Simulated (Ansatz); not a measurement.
**MgI2: computed properties**

These are results of DFT PBE, scalar-relativistic, plane waves, PAW in Ansatz 0.2.0, not measurements.

Settings: cutoff 420 eV, Γ-centred mesh 6×6×4 on the computed 3-atom cell, Gaussian smearing of 0.02 eV; no spin polarisation.

The structure is relaxed at this level of theory with its symmetry kept, and needn't be the ground state of this composition.

Space group P-4m2 (No. 115). a = 4.401 Å, b = 4.401 Å, c = 7.289 Å, α = 90.00°, β = 90.00°, γ = 90.00°
```tsv
atom	site	symmetry	x	y	z
Mg	1a	-4m2	0.0000	0.0000	0.0000
I	2g	2mm.	0.5000	0.0000	0.2307
```

Task: Formation energy from the elements' standard states (uncorrected)?

Result: -1.028 eV/atom.

Task: Kohn–Sham band gap?

Result: 3.27 eV, indirect from R to Γ.

Task: Orbital (Löwdin) character of the top 1 eV of the valence band?

Result: I 5p 99 %.

Task: Orbital (Löwdin) character of the lowest 1 eV of the conduction band?

Result: Mg 3s 56 %, I 5p 21 %, unprojected 17 %.

Task: Electron masses at the edge by direction of the standard setting (m_e; one valley, along these axes only; no spin-orbit coupling)?

Result: x: 0.31; y: 0.31; z: 0.41.

Task: Hole masses at the edge by direction of the standard setting (m_e; one valley, along these axes only; no spin-orbit coupling)?

Result: x: 0.56; y: 4.1; z: over 30.

Task: Bader charge by site (e)?

Result: Mg (1 in the cell) 1.59, I (2 in the cell) -0.80.

Spin-orbit coupling is left out, which matters for the bands of heavy elements. The cell holds layers, chains or molecules and no dispersion correction was added, so their binding is poorly described.

The cell was found from a structure generator's guess, not taken from experiment. Kohn–Sham gaps at this level usually fall short of measured ones. Löwdin shares on free-atom orbitals overweight diffuse shells in the empty bands.
